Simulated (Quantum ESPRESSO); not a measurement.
# MgB2 (P6/mmm) in Quantum ESPRESSO: a series of runs, part 2 of 2

Quantum ESPRESSO 7.5. The steps go on from the part before.

## (3) Relaxation of cell and atoms, PBEsol, target pressure 2 GPa, at which the enthalpy is minimised

Input file pw.in:

```
&CONTROL
  calculation = 'vc-relax'
  prefix = 'pwscf'
  outdir = './tmp'
  pseudo_dir = './pseudo'
  tprnfor = .true.
  tstress = .true.
  disk_io = 'low'
  nstep = 40
  forc_conv_thr = 0.0004
  etot_conv_thr = 1d-05
/
&SYSTEM
  ibrav = 0
  celldm(1) = 8
  nat = 3
  ntyp = 2
  ecutwfc = 63
  ecutrho = 506
  nbnd = 9
  input_dft = 'pbesol'
  occupations = 'smearing'
  smearing = 'fd'
  degauss = 0.00367493
/
&ELECTRONS
  conv_thr = 6d-10
  electron_maxstep = 120
  mixing_beta = 0.5
/
&IONS
  ion_dynamics = 'bfgs'
/
&CELL
  cell_dynamics = 'bfgs'
  press = 20
  press_conv_thr = 0.3
/
ATOMIC_SPECIES
Mg    24.3050 Mg.pbe-n-kjpaw_psl.0.3.0.UPF
B     10.8100 b_pbe_v1.4.uspp.F.UPF
CELL_PARAMETERS alat
  0.7287256368088   0.0000000000000   0.0000000000000
 -0.3643628184044   0.6310949138713   0.0000000000000
  0.0000000000000   0.0000000000000   0.8321881421321
ATOMIC_POSITIONS crystal
Mg     0.0000000000    0.0000000000    0.0000000000
B      0.6666666667    0.3333333333    0.5000000000
B      0.3333333333    0.6666666667    0.5000000000
K_POINTS automatic
10 10 8 0 0 0
```

Potentials or basis: SSSP 1.3 efficiency PBE.

The run is started by

```sh
OMP_NUM_THREADS=1 pw.x -in pw.in > pw.out
```

pw.out:

```text
This program is part of the open-source Quantum ESPRESSO suite
     for quantum simulation of materials; please cite
         "P. Giannozzi et al., J. Phys.:Condens. Matter 21 395502 (2009);
         "P. Giannozzi et al., J. Phys.:Condens. Matter 29 465901 (2017);
         "P. Giannozzi et al., J. Chem. Phys. 152 154105 (2020);
     in publications or presentations arising from this work. More details at

     file Mg.pbe-n-kjpaw_psl.0.3.0.UPF: wavefunction(s)  3S renormalized

     IMPORTANT: XC functional enforced from input :
     Exchange-correlation= PBESOL
                           (   1   4  10   8   0   0   0)
     Any further DFT definition will be discarded
     Please, verify this is what you really want

     Message from routine setup:
     using ibrav=0 with symmetry is DISCOURAGED, use correct ibrav instead

     G-vector sticks info
     --------------------
     sticks:   dense  smooth     PW     G-vecs:    dense   smooth      PW
     Sum        1177     583    187                37583    13311    2209

     Using Slab Decomposition

     bravais-lattice index     =            0
     lattice parameter (alat)  =       8.0000  a.u.
     unit-cell volume          =     195.9522 (a.u.)^3
     number of atoms/cell      =            3
     number of atomic types    =            2
     number of electrons       =         8.00
     number of Kohn-Sham states=            9
     kinetic-energy cutoff     =      63.0000  Ry
     charge density cutoff     =     506.0000  Ry
     scf convergence threshold =      6.0E-10
     mixing beta               =       0.5000
     number of iterations used =            8  plain     mixing
     energy convergence thresh.=      1.0E-05
[... 2920 lines left out ...]
                l(1) =   0
                l(2) =   0
                l(3) =   1
                l(4) =   1
     Q(r) pseudized with  8 coefficients,  rinner =    1.100   1.100   1.100

     atomic species   valence    mass     pseudopotential
     Mg                2.00    24.30500     Mg( 1.00)
     B                 3.00    10.81000     B ( 1.00)

     24 Sym. Ops., with inversion, found

   Cartesian axes

     site n.     atom                  positions (alat units)
         1        Mg     tau(   1) = (  -0.0000000   0.0000000   0.0000000  )
         2        B      tau(   2) = (   0.3608947   0.2083626   0.4085892  )
         3        B      tau(   3) = (  -0.0000000   0.4167253   0.4085892  )

     number of k points=    70  Fermi-Dirac smearing, width (Ry)=  0.0037
                       cart. coord. in units 2pi/alat
        k(    1) = (   0.0000000   0.0000000   0.0000000), wk =   0.0025000
        k(    2) = (   0.0000000   0.0000000   0.1529654), wk =   0.0050000
        k(    3) = (   0.0000000   0.0000000   0.3059308), wk =   0.0050000
        k(    4) = (   0.0000000   0.0000000   0.4588961), wk =   0.0050000
        k(    5) = (  -0.0000000  -0.0000000  -0.6118615), wk =   0.0025000
        k(    6) = (   0.0000000   0.1599775   0.0000000), wk =   0.0150000
[... 62 lines left out ...]
        k(   69) = (   0.4156337   0.7198987   0.4588961), wk =   0.0300000
        k(   70) = (   0.4156337   0.7198987  -0.6118615), wk =   0.0150000

     Dense  grid:    36305 G-vectors     FFT dimensions: (  45,  45,  48)

     Smooth grid:    12747 G-vectors     FFT dimensions: (  30,  30,  36)

     Initial potential from superposition of free atoms

     starting charge       7.9985, renormalised to       8.0000
     Starting wfcs are   12 randomized atomic wfcs

     Self-consistent Calculation

     iteration #  1     ecut=    63.00 Ry     beta= 0.50
     Davidson diagonalization with overlap
     c_bands:  2 eigenvalues not converged
     c_bands:  1 eigenvalues not converged
     c_bands:  1 eigenvalues not converged
     c_bands:  1 eigenvalues not converged
     c_bands:  2 eigenvalues not converged
     c_bands:  1 eigenvalues not converged
[... 468 lines left out ...]
          total   stress  (Ry/bohr**3)                   (kbar)     P=       19.97
   0.00013585   0.00000000   0.00000000           19.98        0.00        0.00
   0.00000000   0.00013585   0.00000000            0.00       19.98        0.00
   0.00000000   0.00000000   0.00013557            0.00        0.00       19.94

=------------------------------------------------------------------------------=
   JOB DONE.
=------------------------------------------------------------------------------=
```

Run time: 59 s. Hardware: 1 thread of Intel Xeon at 2.80GHz (Skylake/Cascade Lake), shared host; peak memory 0.09 GiB.

Results:

```yaml
Free_energy: -619.1663 eV
Relaxed_volume: 9.32 Å³/atom
Relaxed_cell: a = 3.056 Å, b = 3.056 Å, c = 3.459 Å, α = 90.00°, β = 90.00°, γ = 120.00°
Space_group_after_relaxing_to_0.05_Å: P6/mmm (No. 191)
Energy_change_on_relaxing_the_enthalpy_is_what_falls: -1.8 meV/atom
Ionic_steps: 6
Pressure_after_relaxing: 2.0 GPa
Band_gap_on_the_k_mesh: none (metal or under the smearing width)
```

Step by step:
```
step  energy change (eV)  largest force (eV/Å)  pressure (GPa)  volume (Å³)
   1              0.0000                0.0000           -3.45        29.04
   2             -0.0068                0.0000            0.83        28.24
   3             -0.0052                0.0000            2.05        28.00
   4             -0.0050                0.0000            2.18        27.96
   5             -0.0052                0.0000            2.05        27.97
   6             -0.0053                0.0000            2.01        27.97
```

Final structure:
```
Mg B
1.0
     3.05564    0.00000    0.00000
    -1.52782    2.64626    0.00000
     0.00000    0.00000    3.45946
Mg B
1 2
Direct
  0.00000 0.00000 0.00000
  0.66667 0.33333 0.50000
  0.33333 0.66667 0.50000
```

Caveat: the potentials were made for another functional, which shifts forces and pressure.

## (4) Relaxation of cell and atoms, PBEsol, target pressure 5 GPa, at which the enthalpy is minimised

pw.in: that of step 3 with these lines changed.

```diff
@@ -14,3 +14,2 @@
   ibrav = 0
-  celldm(1) = 8
   nat = 3
@@ -35,3 +34,3 @@
   cell_dynamics = 'bfgs'
-  press = 20
+  press = 50
   press_conv_thr = 0.3
@@ -41,6 +40,6 @@
 B     10.8100 b_pbe_v1.4.uspp.F.UPF
-CELL_PARAMETERS alat
-  0.7287256368088   0.0000000000000   0.0000000000000
- -0.3643628184044   0.6310949138713   0.0000000000000
-  0.0000000000000   0.0000000000000   0.8321881421321
+CELL_PARAMETERS angstrom
+   3.0850000000    0.0000000000    0.0000000000
+  -1.5425000000    2.6716883707    0.0000000000
+   0.0000000000    0.0000000000    3.5230000000
 ATOMIC_POSITIONS crystal
```

The run is started by

```sh
OMP_NUM_THREADS=1 pw.x -in pw.in > pw.out
```

Run time: 59 s. Hardware: 1 thread of Intel Xeon at 2.80GHz (Skylake/Cascade Lake), shared host; peak memory 0.09 GiB.

Results (log left out):

```yaml
Free_energy: -619.1549 eV
Relaxed_volume: 9.15 Å³/atom
Relaxed_cell: a = 3.041 Å, b = 3.041 Å, c = 3.428 Å, α = 90.00°, β = 90.00°, γ = 120.00°
Space_group_after_relaxing_to_0.05_Å: P6/mmm (No. 191)
Energy_change_on_relaxing_the_enthalpy_is_what_falls: +2.0 meV/atom
Ionic_steps: 6
Pressure_after_relaxing: 5.0 GPa
Band_gap_on_the_k_mesh: none (metal or under the smearing width)
```

The path:
```tsv
step	energy change (eV)	largest force (eV/Å)	pressure (GPa)	volume (Å³)
1	0.0000	0.0000	-3.45	29.04
2	-0.0011	0.0000	3.39	27.80
3	0.0058	0.0000	5.12	27.49
4	0.0069	0.0000	5.30	27.43
5	0.0063	0.0000	5.07	27.45
6	0.0060	0.0000	5.01	27.46
```

Final structure:
```yaml
crystal:
  lattice:
    - [3.04123, 0.00000, 0.00000]
    - [-1.52062, 2.63378, 0.00000]
    - [0.00000, 0.00000, 3.42792]
  atoms:
    - { symbol: Mg, position: [0.00000, 0.00000, 0.00000] }
    - { symbol: B, position: [0.66667, 0.33333, 0.50000] }
    - { symbol: B, position: [0.33333, 0.66667, 0.50000] }
```

Levels at points of the mesh, in eV from the Fermi level:
```
             k point  band 1  band 2  band 3  band 4  band 5  band 6  band 7  band 8  band 9
  (0.00, 0.00, 0.00)  -12.81   -2.96    0.30    0.30    1.90    6.34    6.34    8.40   10.30
 (0.00, 0.00, -0.50)  -11.39   -7.75    0.73    0.73    6.67    6.67    8.07   10.47   10.70
 (0.00, -0.50, 0.00)   -8.77   -8.14   -2.33    0.23    3.23    3.81    5.67    7.63   13.07
(0.00, -0.50, -0.50)   -7.69   -7.14   -3.79   -2.01   -1.43    5.89    9.07    9.09   13.84
```

Caveat: the potentials were made for another functional, which shifts forces and pressure.

## (5) Overview

| cell | gap on the mesh (eV) | pressure (GPa) |
| --- | --- | --- |
| relaxed to 0.3 kbar | none | 0.0 |
| relaxed to 2 GPa | none | 2.0 |
| relaxed to 5 GPa | none | 5.0 |

Alike in all rows: task relaxation of cell and atoms; level PBEsol; potentials or basis SSSP 1.3 efficiency PBE; no spin polarisation; k mesh 10 × 10 × 8; cutoff (eV) 857; smearing fermi-dirac 0.05 eV.

Caveats: the potentials were made for another functional, which shifts forces and pressure.

Total energies depend on the potentials used, so only differences within one code and one set of settings carry meaning.
